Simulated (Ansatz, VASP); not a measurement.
**Bi3S5: VASP beside Ansatz**

```
Bi S
1.0
     7.69168    0.00000    0.00000
    -3.84584    6.66119    0.00000
     0.00000    0.00000    4.27392
Bi S
3 5
Direct
  0.64530 0.00000 0.50000
  0.00000 0.64530 0.50000
  0.35470 0.35470 0.50000
  0.22931 0.00000 0.00000
  0.00000 0.22931 0.00000
  0.77069 0.77069 0.00000
  0.33333 0.66667 0.00000
  0.66667 0.33333 0.00000
```

Change from the starting cell: species swapped into the Ce3Pd5 type (P-62m, No. 189).

Alike in both runs: task single point; functional PBE; k mesh 3 × 3 × 4; occupations gaussian, width 0.1 eV; no spin polarisation.

```csv
,VASP,Ansatz
version,VASP 6.6.1,Ansatz 0.2.0
potentials or method,"VASP PAW PBE potentials, release 64 (Bi_d, S)","scalar-relativistic, plane waves, PAW"
plane-wave cutoff (eV),520,420
valence electrons in the cell,75,75
```

```csv
,VASP,Ansatz,Ansatz less VASP
gap on the k mesh at the Fermi level (eV),none,none,-
pressure (GPa),-8.2,-8.1,+0.06
largest component of the traceless stress (GPa),6.35,6.35,-0.001
rms of the force components (eV/Å),0.171,0.171,-0.0002
```

Atom by atom the forces differ by 0.000 eV/Å (rms over components). A gap of «none» marks a metal or a gap that the smearing closes.

Caveats: the k mesh is coarse (spacing up to 0.37 Å⁻¹), so the values aren't converged; spin-orbit coupling is left out, which moves the levels of the heavy elements.
